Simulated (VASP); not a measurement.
# Mg in VASP: work function with PBE

Aim: the work function of Mg with PBE.

Everything below comes from runs of VASP 6.6.1. Logs are shortened: lines on timing, memory, paths and dates and some standing lists are left out, and cuts for length are marked.

### 1 The undisturbed slab

The cell holds a slab with vacuum, 9 atoms: a = 3.177 Å, b = 3.177 Å, c = 35.638 Å, α = 90.00°, β = 90.00°, γ = 120.00°.

The slab is cut from a database's or a generator's crystal, which needn't be the stable form of the element.

### 2 Work function, PBE (the (0 0 1) slab of Mg, cut from the database cell, not relaxed)

The input, INCAR:

```
PREC = Accurate
ENCUT = 520
EDIFF = 1E-6
ISMEAR = 0
SIGMA = 0.05
LREAL = False
LASPH = True
NELM = 60
ALGO = Normal
ISIF = 2
LWAVE = False
LCHARG = True
LDIPOL = True
IDIPOL = 3
DIPOL = 0.5 0.5 0.500
GGA = PE
LELF = True
LVHAR = True
LVACPOTAV = True
```

The input, KPOINTS:

```
regular mesh
0
Gamma
  10 10 1
```

The input, POSCAR:

```
Mg
1.0
    3.1768261656      0.0000000000      0.0000000000
   -1.5884130828      2.7512121628      0.0000000000
    0.0000000000      0.0000000000     35.6377240200
Mg
9
Direct
    0.3333333300      0.6666666600      0.2104511499
    0.0000000000      0.0000000000      0.2828383624
    0.6666666700      0.3333333400      0.3552255750
    0.0000000000      0.0000000000      0.4276127875
    0.3333333300      0.6666666600      0.5000000000
    0.0000000000      0.0000000000      0.5723872125
    0.6666666700      0.3333333400      0.6447744250
    0.0000000000      0.0000000000      0.7171616376
    0.3333333300      0.6666666600      0.7895488501
```

Potentials or basis: VASP PAW PBE potentials, release 64 (Mg).

Command:

```bash
$ cat potpaw_PBE.64/Mg/POTCAR > POTCAR
$ mpirun -np 1 vasp_std > vasp.out
```

OUTCAR:

```text
PREC = Accurate
   ENCUT = 520
   EDIFF = 1E-6
   ISMEAR = 0
   LREAL = False
   LASPH = True
   NELM = 60
   ISIF = 2
   GGA = PE

 ion  position               nearest neighbor table
   1  0.333  0.667  0.210-   2 3.17   2 3.17   2 3.17
   2  0.000  0.000  0.283-   1 3.17   3 3.17   1 3.17   1 3.17   3 3.17   3 3.17
   3  0.667  0.333  0.355-   4 3.17   2 3.17   4 3.17   4 3.17   2 3.17   2 3.17
   4  0.000  0.000  0.428-   5 3.17   3 3.17   5 3.17   5 3.17   3 3.17   3 3.17
   5  0.333  0.667  0.500-   4 3.17   6 3.17   4 3.17   6 3.17   4 3.17   6 3.17
   6  0.000  0.000  0.572-   5 3.17   7 3.17   5 3.17   5 3.17   7 3.17   7 3.17
   7  0.667  0.333  0.645-   6 3.17   8 3.17   6 3.17   6 3.17   8 3.17   8 3.17
   8  0.000  0.000  0.717-   9 3.17   7 3.17   9 3.17   9 3.17   7 3.17   7 3.17
   9  0.333  0.667  0.790-   8 3.17   8 3.17   8 3.17

  LATTYP: Found a hexagonal cell.
 ALAT       =     3.1768261656
 C/A-ratio  =    11.2180277303

  Lattice vectors:

 A1 = (   3.1768261656,   0.0000000000,   0.0000000000)
 A2 = (  -1.5884130828,   2.7512121628,   0.0000000000)
 A3 = (   0.0000000000,   0.0000000000,  35.6377240200)

Analysis of symmetry for initial positions (statically):
=====================================================================
 Subroutine PRICEL returns:
 Original cell was already a primitive cell.

 Routine SETGRP: Setting up the symmetry group for a
 hexagonal supercell.

 Subroutine GETGRP returns: Found 12 space group operations
 (whereof 12 operations were pure point group operations)
 out of a pool of 24 trial point group operations.

The static configuration has the point symmetry D_3h.

Analysis of symmetry for dynamics (positions and initial velocities):
=====================================================================
 Subroutine PRICEL returns:
 Original cell was already a primitive cell.

 Routine SETGRP: Setting up the symmetry group for a
 hexagonal supercell.

 Subroutine GETGRP returns: Found 12 space group operations
 (whereof 12 operations were pure point group operations)
 out of a pool of 24 trial point group operations.

The dynamic configuration has the point symmetry D_3h.

 Subroutine INISYM returns: Found 12 space group operations
 (whereof 12 operations are pure point group operations),
 and found     1 'primitive' translations

----------------------------------------------------------------------------------------

                                     Primitive cell

  volume of cell :     311.4781

  direct lattice vectors                    reciprocal lattice vectors
     3.176826166  0.000000000  0.000000000     0.314779578  0.181738074  0.000000000
    -1.588413083  2.751212163  0.000000000     0.000000000  0.363476148  0.000000000
     0.000000000  0.000000000 35.637724020     0.000000000  0.000000000  0.028060153

  length of vectors
     3.176826166  3.176826166 35.637724020     0.363476148  0.363476148  0.028060153

  position of ions in fractional coordinates (direct lattice)
     0.333333330  0.666666660  0.210451150
     0.000000000  0.000000000  0.282838362
     0.666666670  0.333333340  0.355225575
     0.000000000  0.000000000  0.427612788
     0.333333330  0.666666660  0.500000000
     0.000000000  0.000000000  0.572387212
     0.666666670  0.333333340  0.644774425
     0.000000000  0.000000000  0.717161638
     0.333333330  0.666666660  0.789548850

  ion indices of the primitive-cell ions
   primitive index   ion index
                 1           1
                 2           2
                 3           3
                 4           4
                 5           5
                 6           6
                 7           7
                 8           8
                 9           9

----------------------------------------------------------------------------------------

 KPOINTS: regular mesh

Automatic generation of k-mesh.
 Grid dimensions read from file:
 generate k-points for:   10   10    1

 Generating k-lattice:

  Cartesian coordinates                     Fractional coordinates (reciprocal lattice)
     0.031477958  0.018173807  0.000000000     0.100000000 -0.000000000  0.000000000
     0.000000000  0.036347615  0.000000000     0.000000000  0.100000000  0.000000000
     0.000000000  0.000000000  0.028060153     0.000000000  0.000000000  1.000000000

  Length of vectors
     0.036347615  0.036347615  0.028060153

  Shift w.r.t. Gamma in fractional coordinates (k-lattice)
     0.000000000  0.000000000  0.000000000

 Subroutine IBZKPT returns following result:
 ===========================================

 Found     14 irreducible k-points:

 Following reciprocal coordinates:
            Coordinates               Weight
  0.000000  0.000000  0.000000      1.000000
  0.100000  0.000000  0.000000      6.000000
  0.200000  0.000000  0.000000      6.000000
  0.300000 -0.000000  0.000000      6.000000
  0.400000 -0.000000  0.000000      6.000000
  0.500000 -0.000000  0.000000      3.000000
  0.100000  0.100000  0.000000      6.000000
  0.200000  0.100000  0.000000     12.000000
  0.300000  0.100000  0.000000     12.000000
  0.400000  0.100000  0.000000     12.000000
  0.200000  0.200000  0.000000      6.000000
  0.300000  0.200000  0.000000     12.000000
  0.400000  0.200000  0.000000      6.000000
  0.300000  0.300000  0.000000      6.000000
   k-points           NKPTS =     14   k-points in BZ     NKDIM =     14   number of bands    NBANDS=     14
   number of dos      NEDOS =    301   number of ions     NIONS =      9
   total plane-waves  NPLWV = 155520
   dimension x,y,z NGX =    24 NGY =   24 NGZ =  270
   dimension x,y,z NGXF=    48 NGYF=   48 NGZF=  540
   ions per type =               9
   NGX,Y,Z   is equivalent  to a cutoff of  12.56, 12.56, 12.60 a.u.
   NGXF,Y,Z  is equivalent  to a cutoff of  25.12, 25.12, 25.19 a.u.
 SYSTEM =  unknown system
   PREC   = accura    normal or accurate (medium, high low for compatibility)
   ISTART =      0    job   : 0-new  1-cont  2-samecut
   ICHARG =      2    charge: 1-file 2-atom 10-const
   ISPIN  =      1    spin polarized calculation?
   LNONCOLLINEAR =      F non collinear calculations
   LSORBIT =      F    spin-orbit coupling
   LASPH  =      T    aspherical Exc in radial PAW
   ENCUT  =  520.0 eV  38.22 Ry    6.18 a.u.   5.91  5.91 66.26*2*pi/ulx,y,z
   NELM   =     60;   NELMIN=  2; NELMDL= -5     # of ELM steps
   EDIFF  = 0.1E-05   stopping-criterion for ELM
   LREAL  =      F    real-space projection
   EDIFFG = 0.1E-04   stopping-criterion for IOM
   NSW    =      0    number of steps for IOM
   IBRION =     -1    ionic relax: 0-MD 1-quasi-New 2-CG
   NFREE  =      0    steps in history (QN), initial steepest desc. (CG)
   ISIF   =      2    stress and relaxation
   ISYM   =      2    0-nonsym 1-usesym 2-fastsym
   POTIM  = 0.5000    time-step for ionic-motion
   TEBEG  =    0.0;   TEEND  =   0.0 temperature during run
   PSTRESS=    0.0 pullay stress
   NELECT =      18.0000    total number of electrons
   NUPDOWN=      -1.0000    fix difference up-down
   EMIN   =  10.00;   EMAX   =-10.00  energy-range for DOS
   EFERMI =   0.00;   METHOD = LEGACY
   ISMEAR =     0;   SIGMA  =   0.05  broadening in eV -4-tet -1-fermi 0-gaus
   EFERMI_NEDOS =   21; number of points for ismear=-14 and -15
   IALGO  =     38    algorithm
   IMIX   =      4    mixing-type and parameters
     AMIX     =   0.40;   BMIX     =  1.00
     AMIX_MAG =   1.60;   BMIX_MAG =  1.00
  volume/ion in A,a.u.               =      34.61       233.55
  Fermi-wavevector in a.u.,A,eV,Ry     =   0.632931  1.196067  5.450520  0.400602
  Thomas-Fermi vector in A             =   1.696415
   LORBIT       =      0    0 simple, 1 ext, 2 COOP (PROOUT), +10 PAW based schemes
   GGA     = PE    functional components
   LHFCALC =     F    Hartree Fock is set to
   AEXX    =    0.0000 exact exchange contribution
   IVDW    =     0    specifies the selected vdW correction
   LEPSILON=     F    determine dielectric tensor
   LRPA    =     F    only Hartree local field effects (RPA)
 non-spin polarized calculation
 Gauss-broadening in eV      SIGMA  =   0.05
  energy-cutoff  :      520.00
  volume of cell :      311.48
 maximum number of plane-waves:      8440
 NGX is ok and might be reduce to    24
   NGX = 11   NGY = 11   NGZ =133

 number of electron      18.0000000 magnetization

 dipolmoment           0.000000      0.000000      0.000000 electrons x Angstroem

 Free energy of the ion-electron system (eV)
  ---------------------------------------------------
  ext. energy  EPLUGINS =         0.00000000
  ---------------------------------------------------
  free energy    TOTEN  =       -12.85560620 eV

  energy without entropy =      -12.84268176  energy(sigma->0) =      -12.84914398

 E-fermi :   0.6033     XC(G=0):  -6.0555

 val. band max:        0.6019844146   @ k =   0.3000   0.3000   0.0000
 cond. band min:       0.6075002225   @ k =   0.2000   0.2000   0.0000
 fundamental gap:      0.0055158078
 Fermi energy:         0.6032783385

 k-point     1 :       0.0000    0.0000    0.0000
  band No.  band energies     occupation
      1      -6.4432      2.00000
      2      -6.2540      2.00000
      3      -5.9379      2.00000
      4      -5.4928      2.00000
      5      -4.9545      2.00000
      6      -4.2918      2.00000
      7      -3.5169      2.00000
      8      -2.6362      2.00000
      9      -1.6227      2.00000
     10      -0.8443      2.00000
     11       0.4307      2.00000
     12       1.5680      0.00000
     13       2.6450      0.00000
     14       3.5646      0.00000

 k-point     2 :       0.1000    0.0000    0.0000
  band No.  band energies     occupation
      1      -6.2441      2.00000
      2      -6.0552      2.00000
      3      -5.7397      2.00000
      4      -5.2953      2.00000
      5      -4.7580      2.00000
      6      -4.0964      2.00000
      7      -3.3229      2.00000
      8      -2.4436      2.00000
      9      -1.4304      2.00000
     10      -0.6602      2.00000
     11       0.6167      0.70412
     12       1.7517      0.00000
     13       2.8279      0.00000
     14       3.7490      0.00000

 k-point     3 :       0.2000    0.0000    0.0000
  band No.  band energies     occupation
      1      -5.6493      2.00000
      2      -5.4614      2.00000
      3      -5.1476      2.00000
      4      -4.7055      2.00000
      5      -4.1712      2.00000
      6      -3.5132      2.00000
      7      -2.7437      2.00000
      8      -1.8691      2.00000
      9      -0.8585      2.00000
     10      -0.1082      2.00000
     11       1.1661      0.00000
     12       2.2886      0.00000
     13       3.3543      0.00000
     14       4.2719      0.00000
[... 154 lines left out ...]
 k-point    13 :       0.4000    0.2000    0.0000
  band No.  band energies     occupation
      1      -1.0476      2.00000
      2      -1.0265      2.00000
      3      -0.9044      2.00000
      4      -0.8152      2.00000
      5      -0.6205      2.00000
      6      -0.5112      2.00000
      7      -0.2568      2.00000
      8      -0.0673      2.00000
      9       0.1530      2.00000
     10       0.6738      0.04598
     11       1.0279      0.00000
     12       1.1333      0.00000
     13       1.5854      0.00000
     14       1.9724      0.00000

 k-point    14 :       0.3000    0.3000    0.0000
  band No.  band energies     occupation
      1      -1.2183      2.00000
      2      -1.0416      2.00000
      3      -0.7478      2.00000
      4      -0.3375      2.00000
      5       0.1179      2.00000
      6       0.6020      1.02919
      7       0.6124      0.79644
      8       0.6472      0.21411
      9       0.7463      0.00005
     10       0.8988      0.00000
     11       0.9594      0.00000
     12       1.0545      0.00000
     13       1.3829      0.00000
     14       1.7984      0.00000

------------------------ aborting loop because EDIFF is reached ----------------------------------------

  FORCE on cell =-STRESS in cart. coord.  units (eV):
  Direction    XX          YY          ZZ          XY          YZ          ZX
  --------------------------------------------------------------------------------------
  -------------------------------------------------------------------------------------
  Total       -0.2449486     -0.2449486      1.5844782      0.0000000      0.0000000      0.0000000
  in kB       -1.2599636     -1.2599636      8.1502202      0.0000000      0.0000000      0.0000000
  external PRESSURE =       1.8767644 kB  Pullay stress =       0.0000000 kB

 VOLUME and BASIS-vectors are now :
 -----------------------------------------------------------------------------
  energy-cutoff  :      520.00
  volume of cell :      311.48
      direct lattice vectors                 reciprocal lattice vectors
     3.176826166  0.000000000  0.000000000     0.314779578  0.181738074  0.000000000
    -1.588413083  2.751212163  0.000000000     0.000000000  0.363476148  0.000000000
     0.000000000  0.000000000 35.637724020     0.000000000  0.000000000  0.028060153

 POSITION                                       TOTAL-FORCE (eV/Angst)
 -----------------------------------------------------------------------------------
      0.00000      1.83414      7.50000        -0.000000      0.000000     -0.093499
      0.00000      0.00000     10.07972         0.000000     -0.000000     -0.014851
      1.58841      0.91707     12.65943         0.000000      0.000000      0.061365
      0.00000      0.00000     15.23915        -0.000000     -0.000000     -0.012279
      0.00000      1.83414     17.81886        -0.000000      0.000000      0.000000
      0.00000      0.00000     20.39858        -0.000000     -0.000000      0.012279
      1.58841      0.91707     22.97829         0.000000     -0.000000     -0.061365
      0.00000      0.00000     25.55801         0.000000     -0.000000      0.014851
      0.00000      1.83414     28.13772        -0.000000     -0.000000      0.093499
 -----------------------------------------------------------------------------------
    total drift:                                0.000000     -0.000000      0.000000

  FREE ENERGIE OF THE ION-ELECTRON SYSTEM (eV)
  ---------------------------------------------------
  free  energy   TOTEN  =       -12.8556062009 eV

  energy  without entropy=      -12.8426817603  energy(sigma->0) =      -12.84914398

 vacuum level on the upper side and lower side of the slab         4.274         4.274
```

It took 62 s on 1 thread of Intel Xeon 6975P-C (Granite Rapids), shared host; peak memory 0.39 GiB.

Results:

```yaml
Free_energy: -12.8556 eV
Largest_force: 0.093 eV/Å
Band_gap_on_the_k_mesh: none (metal or under the smearing width)
Work_function_of_the_upper_face: 3.67 eV
Work_function_of_the_lower_face: 3.67 eV
```

Forces on the atoms (eV/Å):
```
Mg   0.000  0.000 -0.093
Mg   0.000  0.000 -0.015
Mg   0.000  0.000  0.061
Mg   0.000  0.000 -0.012
Mg   0.000  0.000  0.000
Mg   0.000  0.000  0.012
Mg   0.000  0.000 -0.061
Mg   0.000  0.000  0.015
Mg   0.000  0.000  0.093
```
